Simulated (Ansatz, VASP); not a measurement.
# BN in VASP and in Ansatz

Contents of INCAR:

```
SYSTEM = BN
ALGO = Normal
EDIFF = 1E-6
ENCUT = 520
GGA = PS
ISIF = 2
ISMEAR = 0
LASPH = .True.
LCHARG = .False.
LREAL = .False.
LWAVE = .False.
NBANDS = 16
NELM = 60
PREC = Accurate
SIGMA = 0.01
```

File KPOINTS:

```
k-points
0
Gamma
  15 15 8
  0 0 0
```

File POSCAR:

```
BN
1.0
    2.5405660762      0.0000000000      0.0000000000
   -1.2702830381      2.2001947620      0.0000000000
    0.0000000000      0.0000000000      4.2026526748
B N
2 2
Direct
    0.3333333333      0.6666666667     -0.0473091238
    0.6666666667      0.3333333333      0.4526908762
    0.3333333333      0.6666666667      0.4213091238
    0.6666666667      0.3333333333      0.9213091238
```

Input for Ansatz:

```yaml
crystal:
  lattice:
    - [2.5405660762, 0.0, 0.0]
    - [-1.2702830381, 2.200194762, 0.0]
    - [0.0, 0.0, 4.2026526748]
  atoms:
    - { symbol: B, position: [0.3333333333, 0.6666666667, -0.0473091238] }
    - { symbol: B, position: [0.6666666667, 0.3333333333, 0.4526908762] }
    - { symbol: "N", position: [0.3333333333, 0.6666666667, 0.4213091238] }
    - { symbol: "N", position: [0.6666666667, 0.3333333333, 0.9213091238] }
basis:
  ecutwfc: 420
  xc_grid: 2
kpoints:
  mp_grid: { grid: [15, 15, 8] }
hamiltonian:
  xc: pbesol
  pseudopotentials: { kind: paw, azcp: { folder: soft_1 } }
scf:
  occupations: { method: fixed }
output:
  forces: true
  stress: true
  eigenvalues: true
  polarization: {}
```

Change from the starting cell: polar distortion scaled by 0.25.

Alike in both runs: task single point; functional PBEsol; k mesh 15 × 15 × 8; no spin polarisation.

|  | VASP | Ansatz |
| --- | --- | --- |
| version | VASP 6.6.1 | Ansatz 0.2.0 |
| potentials or method | VASP PAW PBE potentials, release 64 (B, N) | scalar-relativistic, plane waves, PAW |
| plane-wave cutoff (eV) | 520 | 420 |
| occupations | gaussian, width 0.01 eV | fixed |
| valence electrons in the cell | 16 | 16 |

|  | VASP | Ansatz | Ansatz less VASP |
| --- | --- | --- | --- |
| gap on the k mesh at the Fermi level (eV) | 3.21 | 3.22 | +0.008 |
| least direct gap on the mesh (eV) | 5.37 | 5.37 | +0.004 |
| pressure (GPa) | 24.7 | 23.9 | -0.86 |
| largest component of the traceless stress (GPa) | 32.95 | 33.78 | +0.824 |
| rms of the force components (eV/Å) | 1.029 | 1.024 | -0.0044 |

Atom by atom the forces differ by 0.004 eV/Å (rms over components). Ansatz warned: «pseudo_functional_mismatch».

Caveats: so large a pressure means that the cell lies far from this level's equilibrium, or that cutoff or potentials fall short (VASP); the potentials were made for another functional, which shifts forces and pressure (VASP); an odd mesh through Γ misses points on the zone boundary, where band edges often lie.
